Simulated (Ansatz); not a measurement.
# Si2W under changes of volume

One of the cells (13.479 Å³/atom); the others are scaled copies at fixed shape and fractional positions:

```
W Si
1.0
    -1.60690    1.60690    3.91495
     1.60690   -1.60690    3.91495
     1.60690    1.60690   -3.91495
W Si
1 2
Direct
  0.00000 0.00000 0.00000
  0.66530 0.66530 0.00000
  0.33470 0.33470 0.00000
```

* Program: Ansatz 0.2.0
* Functional: r2SCAN
* Potentials or basis: Ansatz PAW
* Cutoff: 500 eV (not typed: the program's choice for these potentials)
* k mesh: 12 × 12 × 12
* Occupations: fermi-dirac, width 0.05 eV
* Spin: no spin polarisation

```csv
volume (Å³/atom),energy over the lowest point (meV/atom),pressure (GPa),largest force (eV/Å)
12.670,33.25,15.3,0.174
12.939,12.77,9.2,0.106
13.209,2.02,3.7,0.041
13.479,0.00,-1.2,0.020
13.748,5.83,-5.6,0.079
14.018,?,?,?
14.287,37.87,-13.1,0.186
```

What does the run at 14.018 Å³/atom give?

Energy over the lowest point 18.69 meV/atom; pressure -9.6 GPa; largest force 0.134 eV/Å.

Worked out: A Birch-Murnaghan fit of order 3 (a polynomial in V^(-2/3)) to the other rows has its minimum at 13.41 Å³/atom with B0 = V·E''(V) = 238 GPa and B' = 4.4 at fixed shape and positions, which overstates the stiffness. It gives 18.73 meV/atom at 14.018 Å³/atom, against the run's 18.69, and -dE/dV = -9.6 GPa, against -9.6.

Energies are extrapolated to zero smearing.

Caveats: the PAW data sets come from PBE, with cores solved anew for the run's functional, which leaves a small shift of forces and pressure.
